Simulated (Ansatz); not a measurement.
**A two-dimensional sheet of TaS₂: a line through a two-coordinate scan, part 1 of 2**

One line of a two-coordinate grid on a two-dimensional sheet of TaS₂ (3 atoms in the cell): lattice constant a of the sheet (both vectors scaled alike) is varied, at thickness: height of S3 above S1, all heights scaled alike = 3.139 Å.

Method: DFT PBE+D3(BJ), scalar-relativistic, plane waves, PAW, in Ansatz 0.2.0.

21 further runs of the same task are left out: 21 set aside as unsound or not needed.

### 1 The structure to begin with

It takes space group P-3m1 (No. 164, trigonal). Conventional cell: a = 3.210 Å, b = 3.210 Å, c = 32.180 Å, α = 90.00°, β = 90.00°, γ = 120.00°. Around S (site symmetry 3m) lie 3 Ta at 2.43 Å. Ta (site symmetry -3m) has 6 S at 2.43 Å as nearest neighbours.

As a file:

```cif
data_structure
_symmetry_space_group_name_H-M 'P-3m1'
_symmetry_Int_Tables_number 164
_cell_length_a 3.2100
_cell_length_b 3.2100
_cell_length_c 32.1803
_cell_angle_alpha 90.000
_cell_angle_beta 90.000
_cell_angle_gamma 120.000
_cell_volume 287.16
loop_
_atom_site_label
_atom_site_type_symbol
_atom_site_symmetry_multiplicity
_atom_site_Wyckoff_symbol
_atom_site_fract_x
_atom_site_fract_y
_atom_site_fract_z
_atom_site_occupancy
S1 S 2 d 0.66667 0.33333 0.45123 1
Ta1 Ta 1 b 0.00000 0.00000 0.50000 1
```

This is the geometry of the first run shown, built on a cell relaxed beforehand with the same method.

### 2 What is varied

Atoms count from 1 in the order of the input.

The lattice constant and the thickness of a sheet are varied, nothing relaxed.

The axes are (1) lattice constant a of the sheet (both vectors scaled alike): 7 values from 3.210 to 3.477 Å; (2) thickness: height of S3 above S1, all heights scaled alike: 7 values from 2.925 to 3.246 Å.

Nothing else is relaxed. Points are written as (first, second).

### 3 Point (3.210 Å, 3.139 Å)

The sheet is isolated along c: the input cuts the Coulomb interaction between periodic copies.

input.yaml

```yaml
crystal:
  lattice:
    - [3.21, 0.0, 0.0]
    - [-1.605, 2.7799415461, 0.0]
    - [0.0, 0.0, 32.1803051422]
  atoms:
    - { symbol: S, position: [0.6666666667, 0.3333333333, 0.451227933] }
    - { symbol: Ta, position: [0.0, 0.0, 0.5] }
    - { symbol: S, position: [0.3333333333, 0.6666666667, 0.548772067] }
  periodic: [true, true, false]
basis:
  ecutwfc: 420
kpoints:
  mp_grid: { grid: [15, 15, 1] }
hamiltonian:
  xc: pbe
  dispersion: d3bj
scf:
  occupations: { method: gaussian, width: 0.1 }
output:
  forces: true
  stress: true
  eigenvalues: true
```

Command:

```console
ansatz run input.yaml --threads 1 --pin off --max-ram 3072MiB --backend cpu --events-out ev --progress --plain --runs-dir out
```

Standard output, cut to the lines that bear on the results:

```text
Warning: RAYON_NUM_THREADS=1 ignored (pool sized by the plan → 1); use --threads N
[...]
Pseudopotentials: kind: paw
Pseudopotential: S, paw, valence charge 6, recommended cutoff 420 eV (normal), S.paw.azcp
Pseudopotential: Ta, paw, valence charge 13, recommended cutoff 420 eV (normal), Ta.paw.azcp
Functional definition: PBE
[...]
Crystal: 3 atoms, lattice volume = 287.165 Å³
Basis set: ecut = 420 eV, 5687 PW (Γ), exchange–correlation on 48×48×432 points (8 copies of the dense FFT grid, shifted against one another)
Bands: 17, of which v1, the nominal top of the filled ones, is band 13 counted from 1 (12 counted from 0)
Symmetry: 12 space group operations
Space group: P-3m1 (ITA 164), of the structure as read, at distance tolerance 6.6e-5 Å
k-points: 27 of 225
[...]
SCF iter   1: F=—  HF=-11740.192631 eV  |F-HF|=—  |Δ(HF+E_count)|=         —  Δρ=1.34e-3  dr2=7.33e-3  ethr=1.77e-3  ⟨swp⟩=14.3  Hψ=4423  notcnv=0
[...]
SCF iter   6: F=-11740.192758 eV  HF=-11740.192758 eV  |F-HF|=1.11e-7  |Δ(HF+E_count)|=   6.13e-7  Δρ=2.32e-6  dr2=9.49e-9  ethr=4.00e-10  ⟨swp⟩=15.5  Hψ=3546  notcnv=0
[...]
SCF converged after 6 iterations
Free energy (F): -11740.192758 eV
[...]
E sigma→0 (E₀):  -11740.189104 eV
Entropy (-TS):   -0.007308 eV (-2.436 meV/atom)
Fermi energy:    -5.052421 eV
[...]
--- Forces (eV/Å), atoms counted from 1 ---
  atom   1  S     -0.00000000     0.00000000    -0.50763116
  atom   2  Ta     0.00000000     0.00000000     0.00000000
  atom   3  S      0.00000000     0.00000000     0.50763116
[...]
--- 2D stress c σ (N/m, compression-positive) ---
        7.322559      -0.000000       0.000000
        0.000000       7.322559       0.000000
        0.000000       0.000000       0.000000
  P = ½ c Tr σ = 7.3226 N/m
--- Band table (eV; the first three rows and the last of 27) ---
  k-point 0: bands = ["-73.4700", "-40.0358", "-39.8888", "-39.8888", "-20.0892", "-18.5413", "-11.6570", "-8.5291", "-8.5291", "-7.9128", "-5.2629", "-5.2629", "-4.9573", "-4.6206", "-4.6206", "-0.6850", "-0.6850"]
[...]
```

It took 7.9 s on 1 thread of Arm Neoverse V1, shared host; peak memory 0.49 GiB.

This gives work function 5.05 eV.

### 4 The run at (3.254 Å, 3.139 Å)

Edit input.yaml of step 3 so:

```diff
@@ -2,4 +2,4 @@
   lattice:
-    - [3.21, 0.0, 0.0]
-    - [-1.605, 2.7799415461, 0.0]
+    - [3.254, 0.0, 0.0]
+    - [-1.627, 2.8180466639, 0.0]
     - [0.0, 0.0, 32.1803051422]
@@ -23 +23,5 @@
   eigenvalues: true
+  write_density: true
+  write_potential: true
+  elf: true
+  volumetric_format: npy
```

Command:

```console
ansatz run input.yaml --threads 1 --pin off --max-ram 3072MiB --backend cpu --events-out ev --progress --plain --runs-dir out
```

Standard output, cut to the lines that bear on the results:

```text
[...]
WARN: The input density's exchange-correlation potential varies sharply where the density is thin. Do not read a vacuum level from v_tot or v_xc, or from such a field of the output density. On a cell that repeats whose density bears no net charge and no dipole along the vacuum's axis use [...]
SCF converged after 6 iterations
Free energy (F): -11740.281391 eV
[...]
E sigma→0 (E₀):  -11740.277982 eV
Entropy (-TS):   -0.006818 eV (-2.273 meV/atom)
Fermi energy:    -5.062810 eV
[...]
--- Forces (eV/Å), atoms counted from 1 ---
  atom   1  S     -0.00000000    -0.00000000    -0.17075869
  atom   2  Ta     0.00000000     0.00000000     0.00000000
  atom   3  S      0.00000000     0.00000000     0.17075869
[...]
--- 2D stress c σ (N/m, compression-positive) ---
        4.270389       0.000000       0.000000
        0.000000       4.270389       0.000000
        0.000000       0.000000       0.000000
  P = ½ c Tr σ = 4.2704 N/m
--- Band table (eV; the first three rows and the last of 27) ---
  k-point 0: bands = ["-73.6204", "-40.1442", "-40.0394", "-40.0394", "-19.9583", "-18.4661", "-11.5333", "-8.5835", "-8.5835", "-7.8559", "-5.4138", "-5.4138", "-4.8977", "-4.7051", "-4.7051", "-0.8498", "-0.8498"]
[...]
```

It took 11 s on 1 thread of Arm Neoverse V1, shared host; peak memory 0.49 GiB.

From the log: work function 5.06 eV.

Density in a lattice plane of the grid's cell (edges 3.25 and 32.18 Å, at 0.000 of the third edge), which holds Ta.

Ten even steps from ' ' (0.00 e/Å³) to '@' (3.73 e/Å³):
```
            
            
            
            
            
            
            
            
    ......  
%%@@..  ..@@
    ......  
            
            
            
            
            
            
            
            
            
```
Columns run along the first of these edges and rows up along the second, over one cell in 6 and 20 even steps from the bottom left corner. Atoms in the plane (fractional): Ta at (0.00, 0.50).

ELF in the same plane.

Ten even steps from '0' (0.00) to '9' (0.79):
```
000000
000000
000000
000000
000000
000000
000000
001310
149994
082328
149994
001310
000000
000000
000000
000000
000000
000000
000000
000000
```
Columns run along the first of these edges and rows up along the second, over one cell in 6 and 20 even steps from the bottom left corner. Atoms in the plane (fractional): Ta at (0.00, 0.50).

Both are smooth fields of the valence electrons: close to the nuclei they are not physical.

Outside the cores ELF peaks at 0.94 beside S, off the lines to its neighbours, 0.9 Å from S.

### 5 The run at (3.299 Å, 3.139 Å)

Edit input.yaml of step 4 so:

```diff
@@ -2,4 +2,4 @@
   lattice:
-    - [3.254, 0.0, 0.0]
-    - [-1.627, 2.8180466639, 0.0]
+    - [3.299, 0.0, 0.0]
+    - [-1.6495, 2.8570178071, 0.0]
     - [0.0, 0.0, 32.1803051422]
```

Command:

```console
ansatz run input.yaml --threads 1 --pin off --max-ram 3072MiB --backend cpu --events-out ev --progress --plain --runs-dir out
```

Standard output, cut to the lines that bear on the results:

```text
[...]
WARN: The input density's exchange-correlation potential varies sharply where the density is thin. Do not read a vacuum level from v_tot or v_xc, or from such a field of the output density. On a cell that repeats whose density bears no net charge and no dipole along the vacuum's axis use [...]
SCF converged after 6 iterations
Free energy (F): -11740.326778 eV
[...]
E sigma→0 (E₀):  -11740.323441 eV
Entropy (-TS):   -0.006674 eV (-2.225 meV/atom)
Fermi energy:    -5.082127 eV
[...]
--- Forces (eV/Å), atoms counted from 1 ---
  atom   1  S      0.00000000     0.00000000     0.14217546
  atom   2  Ta     0.00000000    -0.00000000     0.00000000
  atom   3  S     -0.00000000    -0.00000000    -0.14217546
[...]
--- 2D stress c σ (N/m, compression-positive) ---
        1.486763       0.000000       0.000000
        0.000000       1.486763       0.000000
        0.000000       0.000000       0.000000
  P = ½ c Tr σ = 1.4868 N/m
--- Band table (eV; the first three rows and the last of 27) ---
  k-point 0: bands = ["-73.7727", "-40.2571", "-40.1903", "-40.1903", "-19.8334", "-18.3965", "-11.4136", "-8.6361", "-8.6361", "-7.8026", "-5.5607", "-5.5607", "-4.8505", "-4.7895", "-4.7895", "-1.0146", "-1.0146"]
[...]
```

It took 11 s on 1 thread of Arm Neoverse V1, shared host; peak memory 0.49 GiB.

From the log: work function 5.08 eV.

Density in a lattice plane of the grid's cell (edges 3.30 and 32.18 Å, at 0.000 of the third edge), which holds Ta.

Values in e/Å³, 12 rows by 6 columns:
```
0.00 0.00 0.00 0.00 0.00 0.00
0.00 0.00 0.00 0.00 0.00 0.00
0.00 0.00 0.00 0.00 0.00 0.00
0.00 0.00 0.00 0.00 0.00 0.00
0.02 0.03 0.06 0.08 0.06 0.03
3.29 3.67 0.41 0.21 0.41 3.67
0.02 0.03 0.06 0.08 0.06 0.03
0.00 0.00 0.00 0.00 0.00 0.00
0.00 0.00 0.00 0.00 0.00 0.00
0.00 0.00 0.00 0.00 0.00 0.00
0.00 0.00 0.00 0.00 0.00 0.00
0.00 0.00 0.00 0.00 0.00 0.00
```
Columns run along the first of these edges and rows up along the second, over one cell in 6 and 12 even steps from the bottom left corner. Atoms in the plane (fractional): Ta at (0.00, 0.50).

ELF in the same plane.

Ten even steps from '0' (0.00) to '9' (0.79):
```
000000
000000
000000
000000
000000
000000
000000
001310
149994
092329
149994
001310
000000
000000
000000
000000
000000
000000
000000
000000
```
Columns run along the first of these edges and rows up along the second, over one cell in 6 and 20 even steps from the bottom left corner. Atoms in the plane (fractional): Ta at (0.00, 0.50).

Both are smooth fields of the valence electrons: close to the nuclei they are not physical.

The highest ELF values outside the cores: 0.94 beside S, off the lines to its neighbours, 0.9 Å from S.

### 6 Changing settings: mp_grid.grid [12, 12, 1]

Edit input.yaml of step 5 so:

```diff
@@ -13,3 +13,3 @@
 kpoints:
-  mp_grid: { grid: [15, 15, 1] }
+  mp_grid: { grid: [12, 12, 1] }
 hamiltonian:
@@ -21,7 +21,3 @@
   forces: true
+  eigenvalues: true
   stress: true
-  eigenvalues: true
-  write_density: true
-  write_potential: true
-  elf: true
-  volumetric_format: npy
```

Command:

```console
ansatz run input.yaml --threads 1 --pin off --max-ram 3072MiB --backend cpu --events-out ev --progress --plain --runs-dir out
```

Standard output, cut to the lines that bear on the results:

```text
Warning: RAYON_NUM_THREADS=1 ignored (pool sized by the plan → 1); use --threads N
[...]
[... 4 set-up lines as earlier in the session ...]
[...]
Crystal: 3 atoms, lattice volume = 303.309 Å³
Basis set: ecut = 420 eV, 6035 PW (Γ), exchange–correlation on 48×48×432 points (8 copies of the dense FFT grid, shifted against one another)
Bands: 17, of which v1, the nominal top of the filled ones, is band 13 counted from 1 (12 counted from 0)
[... 1 set-up line as earlier in the session ...]
Space group: P-3m1 (ITA 164), of the structure as read, at distance tolerance 6.7e-5 Å
k-points: 19 of 144
[...]
SCF iter   1: F=—  HF=-11740.326979 eV  |F-HF|=—  |Δ(HF+E_count)|=         —  Δρ=1.12e-3  dr2=5.24e-3  ethr=1.77e-3  ⟨swp⟩=13.1  Hψ=3006  notcnv=0
[...]
SCF iter   6: F=-11740.327166 eV  HF=-11740.327166 eV  |F-HF|=7.11e-8  |Δ(HF+E_count)|=   2.02e-7  Δρ=2.64e-6  dr2=1.25e-8  ethr=4.00e-10  ⟨swp⟩=14.6  Hψ=2445  notcnv=0
[...]
SCF converged after 6 iterations
Free energy (F): -11740.327166 eV
[...]
E sigma→0 (E₀):  -11740.322934 eV
Entropy (-TS):   -0.008465 eV (-2.822 meV/atom)
Fermi energy:    -5.031356 eV
[...]
--- Forces (eV/Å), atoms counted from 1 ---
  atom   1  S     -0.00000000     0.00000000     0.15195988
  atom   2  Ta     0.00000000    -0.00000000     0.00000000
  atom   3  S      0.00000000    -0.00000000    -0.15195988
[...]
--- 2D stress c σ (N/m, compression-positive) ---
        1.477769       0.000000       0.000000
        0.000000       1.477769       0.000000
        0.000000       0.000000       0.000000
  P = ½ c Tr σ = 1.4778 N/m
--- Band table (eV; the first three rows and the last of 19) ---
  k-point 0: bands = ["-73.7546", "-40.2358", "-40.1767", "-40.1767", "-19.8388", "-18.4025", "-11.4176", "-8.6364", "-8.6364", "-7.8092", "-5.5667", "-5.5667", "-4.8443", "-4.7820", "-4.7820", "-1.0149", "-1.0149"]
[...]
```

Wall time 5.6 s (1 thread of Arm Neoverse V1, shared host); peak memory 0.47 GiB.

```csv
run,ending,energy change,gap (eV),force (eV/Å),cycles,time
step 5,converged,0,0.00,0.14,6,11 s
variant,converged,-0.1 meV/atom,0.00,0.15,6,5.6 s
```

Changing the k-point mesh hardly moves the energy: -0.1 meV/atom.

(Continued in part 2 of 2.)
